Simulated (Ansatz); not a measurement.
# C: the cost of one run

Method: DFT PBEsol, scalar-relativistic, plane waves, PAW, in Ansatz 0.2.0.

6 further runs of the same task are left out: 1 that didn't finish, 5 set aside as unsound or not needed.

## (1) Starting point

The structure is orthorhombic, space group Fmmm (No. 69). Conventional cell: a = 2.459 Å, b = 4.259 Å, c = 7.383 Å, α = 90.00°, β = 90.00°, γ = 90.00°. C (site symmetry m2m) is surrounded by 3 C at 1.42 Å.

Coordinates:

```cif
data_structure
_symmetry_space_group_name_H-M 'Fmmm'
_symmetry_Int_Tables_number 69
_cell_length_a 2.4589
_cell_length_b 4.2588
_cell_length_c 7.3826
_cell_angle_alpha 90.000
_cell_angle_beta 90.000
_cell_angle_gamma 90.000
_cell_volume 77.31
loop_
_atom_site_label
_atom_site_type_symbol
_atom_site_symmetry_multiplicity
_atom_site_Wyckoff_symbol
_atom_site_fract_x
_atom_site_fract_y
_atom_site_fract_z
_atom_site_occupancy
C1 C 8 h 0.50000 0.66670 0.00000 1
```

It is the result of an earlier relaxation at this level (volume 9.66 Å³/atom; gap on the mesh: 0.71 eV).

The bulk reference comes from a run made before at the same settings: -246.6908 eV/atom.

## (2) The (011) slab

Planes are indexed in the bulk's conventional cell (Fmmm (No. 69)), a = 2.459 Å, b = 4.259 Å, c = 7.383 Å, α = 90.00°, β = 90.00°, γ = 90.00°.

Cut from the relaxed bulk: a (011) slab, 11.7 Å thick as cut, with 15 Å of vacuum; its outer planes are C (top) and C (bottom).

The slab as cut. Layers, bottom to top:

```csv
plane,atoms per cell,height over the lowest (Å)
1,C,0.00
2,C,0.61
3,C,1.84
4,C,2.46
5,C,3.69
6,C,4.30
7,C,5.53
8,C,6.15
9,C,7.38
10,C,7.99
11,C,9.22
12,C,9.84
13,C,11.07
14,C,11.68
```

## (3) Single point on the unrelaxed (011) slab

A dipole layer in the vacuum cancels the field that periodic copies would set up if the slab's two faces differ.

Input file input.yaml:

```yaml
crystal:
  lattice:
    - [2.4588524064, 0.0, 0.0]
    - [0.0, 4.2614788157, 0.0]
    - [0.0, 0.0, 26.6816211282]
  atoms:
    - { symbol: C, position: [0.5, 0.3329292815, 0.2810923656] }
    - { symbol: C, position: [0.0, 0.41612836, 0.304127524] }
    - { symbol: C, position: [0.0, 0.5826151621, 0.350222384] }
    - { symbol: C, position: [0.5, 0.6658142405, 0.3732575424] }
    - { symbol: C, position: [0.5, 0.8323010426, 0.4193524024] }
    - { symbol: C, position: [0.0, 0.915500121, 0.4423875608] }
    - { symbol: C, position: [0.0, 0.0819869231, 0.4884824208] }
    - { symbol: C, position: [0.5, 0.1651860016, 0.5115175792] }
    - { symbol: C, position: [0.5, 0.3316728036, 0.5576124392] }
    - { symbol: C, position: [0.0, 0.4148718821, 0.5806475976] }
    - { symbol: C, position: [0.0, 0.5813586841, 0.6267424576] }
    - { symbol: C, position: [0.5, 0.6645577626, 0.649777616] }
    - { symbol: C, position: [0.5, 0.8310445646, 0.695872476] }
    - { symbol: C, position: [0.0, 0.9142436431, 0.7189076344] }
basis:
  ecutwfc: 420
kpoints:
  mp_grid: { grid: [11, 6, 1] }
hamiltonian:
  xc: pbesol
scf:
  occupations: { method: gaussian, width: 0.05 }
output:
  forces: true
  stress: true
  eigenvalues: true
  write_density: true
  write_potential: true
  elf: true
  volumetric_format: npy
efield:
  axis: 3
  dipole_correction: true
  ramp_width: 0.04
```

Started as:

```sh
$ ansatz run input.yaml --threads 1 --pin off --max-ram 2560MiB --backend cpu --events-out ev --progress --plain --runs-dir out
```

What time and memory should one allow on 1 thread of Intel Xeon Platinum 8488C (Sapphire Rapids), shared host?

About 31 s, with a peak of 0.57 GiB.
